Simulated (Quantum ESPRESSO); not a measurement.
Si:

```
Si
1.0
     0.00000    2.75767    2.75767
     2.75767    0.00000    2.75767
     2.75767    2.75767    0.00000
Si
2
Direct
  0.50000 0.50000 0.50000
  0.75000 0.75000 0.75000
```

The cell isn't the ideal one: volume scaled by 1.04.

Base run:

* Program: Quantum ESPRESSO 7.5
* Functional: PBE
* Potentials or basis: PseudoDojo 0.4.1 SR PBE standard
* Cutoff: 490 eV
* Density cutoff: 1959 eV
* k mesh: 6 × 6 × 6
* Occupations: fixed
* Spin: no spin polarisation

Its results: band gap on the k mesh, mean-field level 0.79 eV, indirect (least direct gap 2.53 eV).

The run is repeated on the same cell with these changes: functional from PBE to PBEsol; potentials or basis from PseudoDojo 0.4.1 SR PBE standard to PseudoDojo 0.4.1 SR PBEsol standard. What comes out?

Band gap on the k mesh, mean-field level 0.68 eV, indirect (least direct gap 2.46 eV).

A k mesh can miss the band edges.
